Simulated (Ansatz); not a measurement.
**WS₂ as a strained film**

These are results of DFT PBE+D3(BJ), scalar-relativistic, plane waves, PAW (Ansatz), not measurements. Run with 420 eV cutoff, 12×12×4 k-mesh, Gaussian smearing of 0.02 eV, no spin polarisation.

Reference structure (relaxed):

```
W S
1.0
     3.15415    0.00000    0.00000
    -1.57708    2.73157    0.00000
     0.00000    0.00000   12.14778
W S
2 4
Direct
  0.33333 0.66667 0.75017
  0.66667 0.33333 0.24983
  0.33333 0.66667 0.12021
  0.66667 0.33333 0.62054
  0.33333 0.66667 0.37946
  0.66667 0.33333 0.87979
```

The a-b plane is strained alike in both directions, as on a substrate, while c and the atoms relax within the symmetry that the strain leaves. Stress is positive in compression; energies are free energies at the smearing used, per atom.

Spin–orbit coupling is left out, which can shift energies with elements as heavy as these.

```csv
strain (%),c (Å),σ in plane (GPa),ΔE (meV/atom)
-3.0,12.2617,10.17,31.49
-2.0,12.2189,6.52,13.69
-1.0,12.1789,3.13,3.34
+0.0,12.1478,0.00,0.00
+1.0,12.1011,-2.92,3.23
+2.0,12.0637,-5.62,12.66
+3.0,12.0272,-8.13,27.92
```

Task: Get the biaxial modulus twice, from the stresses and from the energies of the innermost pair.

Result: From stress: M = −Δσ/Δε = (3.13 − (-2.92)) / 0.020 = 303 GPa. Two in-plane directions each store σε/2, so the energy density is Mε²: M = (mean ΔE)/(V ε²) = 3.29 meV / (17.444 Å³ × 0.010²) × 0.16022 GPa Å³/meV = 302 GPa. The two agree.

Task: How well does Mε², with M from the stresses, predict the outermost points?

Result: 29.6 meV predicted against 31.5 computed at -3.0 %; 29.6 meV predicted against 27.9 computed at +3.0 %. Compression costs more than stretching, the usual sign of bonds that stiffen as they shorten.

Task: How does c respond, and up to what thickness can a film with 1 % or 2 % misfit stay coherent on a thick substrate?

Result: c answers with ε_c = −0.32 ε. In an isotropic solid that ratio is 2ν/(1 − ν), so ν = r/(2 + r) = 0.14. A film of thickness h stores Mε²h per area, 30.3 mJ/m² per nm at 1 %. The Matthews–Blakeslee balance for pure edge misfit dislocations, h = b/(8πf(1 + ν)) × (ln(h/b) + 1), with b taken as the in-plane vector a = 3.15 Å, solved by iteration, gives 3.9 nm at f = 1 % and 1.4 nm at 2 %. This is an isotropic estimate in which the moduli cancel; the real Burgers vector, glide system, anisotropy and slow kinetics can shift it by a factor of a few, mostly upward.